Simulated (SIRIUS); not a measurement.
Crystal: Cu.

```
Cu
1.0
     0.00000    1.80750    1.80750
     1.80750    0.00000    1.80750
     1.80750    1.80750    0.00000
Cu
1
Direct
  0.00000 0.00000 0.00000
```

Program: SIRIUS 7.12.0. Alike in all runs: task single point; potentials or basis PseudoDojo 0.4.1 PBE standard (scalar relativistic); no spin polarisation; cell as given; k mesh 13 × 13 × 13; cutoff (eV) 1254; smearing fermi-dirac 0.05 eV.

Question: Order these runs on this cell by their pressure, lowest first.
A. level RGE2; libxc names ["XC_GGA_X_RGE2", "XC_GGA_C_RGE2"]
B. level LDA; libxc names ["XC_LDA_X", "XC_LDA_C_PW"]
C. level AM05; libxc names ["XC_GGA_X_AM05", "XC_GGA_C_AM05"]
D. level revPBE; libxc names ["XC_GGA_X_PBE_R", "XC_GGA_C_PBE"]
E. level RPBE; libxc names ["XC_GGA_X_RPBE", "XC_GGA_C_PBE"]

Answer: B (-15.3 GPa), C (-8.0 GPa), A (-3.5 GPa), D (5.7 GPa), E (7.3 GPa).

Caveats: the potentials were made for another functional, which shifts forces and pressure.

Runs at the PBE level aren't shown here.
